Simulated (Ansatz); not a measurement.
## CuO in Ansatz: the effect of Hubbard term

Crystal: CuO.

```
Cu O
1.0
     2.34465   -1.71340    0.00000
     2.34465    1.71340    0.00000
    -0.86055    0.00000    5.05944
Cu O
2 2
Direct
  0.00320 0.49680 0.00000
  0.49680 0.00320 0.50000
  0.57140 0.40560 0.25370
  0.40560 0.57140 0.75370
```

Alike in all runs:

| Property | Result |
| --- | --- |
| Program | Ansatz 0.2.0 |
| Task | band structure |
| Functional | PBE |
| Potentials or basis | Ansatz PAW |
| Cutoff | 420 eV (not typed: the program's choice for these potentials) |
| k mesh | 10 × 10 × 5 |
| Occupations | fermi-dirac, width 0.05 eV |
| Spin | no spin polarisation |
| Path | [["G", "Y", "F", "L", "I"], ["I1", "Z", "F1"], ["Y", "X1"], ["X", "G", "N"], ["M", "G"]] |
| Points for each segment of the path | 14 |
| Hubbard projectors | ortho-atomic (the default) |
| Double counting | fll (the default) |

```csv
Hubbard term,pressure (GPa),largest force (eV/Å)
none,5.7,0.76
Cu d U = 1 eV,?,?
Cu d U = 2 eV,6.5,0.79
Cu d U = 3 eV,7.0,0.81
Cu d U = 4 eV,7.5,0.82
Cu d U = 5 eV,8.1,0.83
Cu d U = 6 eV,8.8,0.85
Cu d U = 8 eV,10.2,0.87
```

What does the run with Hubbard term Cu d U = 1 eV give?

Pressure 6.1 GPa; largest force 0.78 eV/Å.

Worked out: A parabola through the other rows of the pressure, of slope 0.403 GPa per eV there, gives 6.1 GPa, against the run's 6.1. A straight line through the other rows of the largest force, of slope 0.0138 eV/Å per eV, gives 0.78 eV/Å, against the run's 0.78.

Caveats: the run has no spin polarisation, though such a crystal can be magnetic; U without spin polarisation on a metal has little footing (some runs).
